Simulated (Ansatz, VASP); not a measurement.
Two plane-wave programs on BeTe

```xyz
2
Lattice="0.0000 2.7700 2.7700 2.7700 0.0000 2.7700 2.7700 2.7700 0.0000" Properties=species:S:1:pos:R:3 pbc="T T T"
Te    4.1550    4.1550    4.1550
Be    0.0000    0.0000    0.0000
```

Alike in both runs: task band structure; functional PBE0; k mesh 4 × 4 × 4; occupations fermi-dirac, width 0.05 eV; no spin polarisation.

|  | VASP | Ansatz |
| --- | --- | --- |
| version | VASP 6.6.1 | Ansatz 0.2.0 |
| potentials or method | VASP PAW PBE potentials, release 64 (Te, Be) | Ansatz PAW |
| plane-wave cutoff (eV) | 520 | 420 |
| valence electrons in the cell | 8 | 18 |

VASP gave:

* gap on the k mesh at the Fermi level (eV): 3.20
* least direct gap on the mesh (eV): 5.13
* gap along the band path (eV): 3.20
* pressure (GPa): 3.5

Which values does Ansatz return?

gap on the k mesh at the Fermi level (eV): 3.22; least direct gap on the mesh (eV): 5.13; gap along the band path (eV): 3.22; pressure (GPa): 3.8.

The two sets of potentials don't hold the same shells in valence.

Caveats: the k mesh is coarse (spacing up to 0.49 Å⁻¹), so the values aren't converged, least of all with exact exchange; spin-orbit coupling is left out, which moves the levels of the heavy elements; the PAW data sets were made with another functional, which shifts forces and pressure a little (VASP); the PAW data sets come from PBE, with cores solved anew for the run's functional, which leaves a small shift of forces and pressure (Ansatz); the thresholds are loose for stress (Ansatz).
